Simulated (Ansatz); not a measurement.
## AgCl: what symmetry allows forces and stress to be

```yaml
crystal:
  lattice:
    - [0.00000, 2.82811, 2.99450]
    - [2.82811, 0.00000, 2.99450]
    - [2.82811, 2.82811, 0.00000]
  atoms:
    - { symbol: Ag, position: [0.54508, 0.54508, 0.45492] }
    - { symbol: Cl, position: [0.95492, 0.95492, 0.04508] }
```

The calculation used DFT PBE, scalar-relativistic, plane waves, PAW in Ansatz.

Plane waves to 420 eV, a k mesh through Γ of 8×8×8 on the computed 2-atom cell and Gaussian smearing (0.02 eV); no spin polarisation.

This distorted cell has space group I4mm, with 8 operations.

Problem. Without a calculation: in which directions can each atom feel a force?

Solution. A force must be left unchanged by every operation that keeps its atom in place, so it lies in the space that those operations leave fixed. Atoms that the group maps onto each other feel forces of one size.
```tsv
atom	site symmetry	operations at the site	equivalent to atom	allowed force (Cartesian)
Ag1	4mm	8	1	along (0.00, 0.00, 1.00)
Cl2	4mm	8	2	along (0.00, 0.00, 1.00)
```

That leaves 2 independent force components of 6, tied by 1 condition that the forces sum to zero, so 1 remains. A relaxation in this cell that keeps the symmetry moves the atoms in these directions alone.

Problem. And the stress tensor?

Solution. It must be invariant under the point group, which leaves 2 independent components: yz, xz, xy vanish; xx = yy.

Problem. Do the computed values obey this?

Solution. Yes. Forces (eV/Å):
```
Ag1  0.000  0.000 -0.546
Cl2  0.000  0.000  0.546
```

Stress (GPa, compression positive, xx yy zz yz xz xy): -2.07 -2.07 4.02 0.00 0.00 0.00. The program imposes the same operations on density, forces and stress, so this confirms the analysis and is no independent test of the calculation.